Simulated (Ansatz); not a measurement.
What does this script print? It uses the Ansatz DFT code, driven from Python.

The script, `ecut.py`:
```python
import ansatz as az
import pandas as pd

crystal = (
    az.Lattice.of([3.35, 0.0, 0.0], [-1.675, 2.90119, 0.0], [0.0, 0.0, 5.86])
    .atom("Ta", [0.0, 0.0, 0.0])
    .atom("S", [1 / 3, 2 / 3, 0.25])
    .atom("S", [2 / 3, 1 / 3, 0.75])
)

setup = (
    crystal.calculation()
    .functional("r2scan")
    .kpoints(10, 10, 5)
    .occupations(az.OccupationsMethod.COLD)
)

rows = []
for value in [250, 300, 350, 400, 450]:
    r = setup.basis(value).run(threads=1, pin="off").report
    rows.append((value, r["free_energy_ev"] / len(r["lattice"]["sites"]), r["n_iterations"], r["n_pw"]))

table = pd.DataFrame(rows, columns=["cutoff (eV)", "F/atom (eV)", "iterations", "plane waves"])
print(table.round(5).to_string(index=False))

for row in rows[:-1]:
    shift = 1000 * (row[1] - rows[-1][1])
    print(f"{row[0]}: {shift:+.2f} meV/atom" + ("  (within 2 meV)" if abs(shift) < 2 else ""))
```

```console
$ python ecut.py
DeckWarning: basis.ecutwfc = 250 eV is below the records' recommended 500 eV, and the density's cutoff is lower with it unless basis.ecutrho_ratio is high enough to keep the records' density cutoff: compare with a run at a higher cutoff
DeckWarning: basis.ecutwfc = 300 eV is below the records' recommended 500 eV, and the density's cutoff is lower with it unless basis.ecutrho_ratio is high enough to keep the records' density cutoff: compare with a run at a higher cutoff
DeckWarning: basis.ecutwfc = 350 eV is below the records' recommended 500 eV, and the density's cutoff is lower with it unless basis.ecutrho_ratio is high enough to keep the records' density cutoff: compare with a run at a higher cutoff
DeckWarning: basis.ecutwfc = 400 eV is below the records' recommended 500 eV, and the density's cutoff is lower with it unless basis.ecutrho_ratio is high enough to keep the records' density cutoff: compare with a run at a higher cutoff
DeckWarning: basis.ecutwfc = 450 eV is below the records' recommended 500 eV, and the density's cutoff is lower with it unless basis.ecutrho_ratio is high enough to keep the records' density cutoff: compare with a run at a higher cutoff
 cutoff (eV)  F/atom (eV)  iterations  plane waves
         250  -3919.70074           6          537
         300  -3919.78305           6          677
         350  -3919.79446           6          845
         400  -3919.79755           6         1051
         450  -3919.79872           6         1263
250: +97.97 meV/atom
300: +15.67 meV/atom
350: +4.26 meV/atom
400: +1.17 meV/atom  (within 2 meV)
```
(Warnings from the package without file and line.)

The run is spin-unpolarised. For a metal this k-point mesh is coarse: on a finer one energies can move by several to tens of meV an atom and pressures by half a GPa or more, differences at one mesh by less. Spin-orbit coupling, which matters for elements this heavy, is left out. The starting cell is as deposited in a crystallographic database; the results hold for this polymorph, which needn't be the stable one. Shifts are counted from the last row, which is itself no proven limit. Finished in 15 s on 1 thread of Arm Neoverse V2, on a shared host, peak memory 0.53 GiB.
